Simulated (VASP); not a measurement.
## TiAl under changes of volume

One of the cells (16.986 Å³/atom); the others are scaled copies at fixed shape and fractional positions:

```
CELL_PARAMETERS angstrom
2.88625 0.00000 0.00000
-1.44313 2.49957 0.00000
0.00000 0.00000 4.70906
ATOMIC_POSITIONS crystal
Ti 0.00000 0.00000 0.00000
Al 0.33333 0.66667 0.50000
```

The cell comes from a database or a generator and needn't be the stable form of this composition.

* Program: VASP 6.6.1
* Functional: PBEsol
* Potentials or basis: VASP PAW PBE potentials, release 64 (Ti_sv, Al)
* Cutoff: 520 eV
* k mesh: 11 × 11 × 6
* Occupations: fermi-dirac, width 0.05 eV
* Spin: no spin polarisation

| volume (Å³/atom) | energy over the lowest point (meV/atom) | pressure (GPa) |
| --- | --- | --- |
| 15.654 | 6.65 | 4.2 |
| 15.987 | 0.79 | 1.6 |
| 16.320 | 0.00 | -0.7 |
| 16.986 | 11.81 | -4.8 |
| 17.320 | ? | ? |
| 17.653 | 38.78 | -8.1 |

Q: What does the run at 17.320 Å³/atom give?

A: Energy over the lowest point 23.58 meV/atom; pressure -6.5 GPa.

Worked out: A Birch-Murnaghan fit of order 3 (a polynomial in V^(-2/3)) to the other rows has its minimum at 16.21 Å³/atom with B0 = V·E''(V) = 111 GPa and B' = 3.9 at fixed shape and positions, which overstates the stiffness. It gives 23.60 meV/atom at 17.320 Å³/atom, against the run's 23.58, and -dE/dV = -6.5 GPa, against -6.5.

Energies are extrapolated to zero smearing.

Caveats: the PAW data sets were made with another functional, which shifts forces and pressure a little.
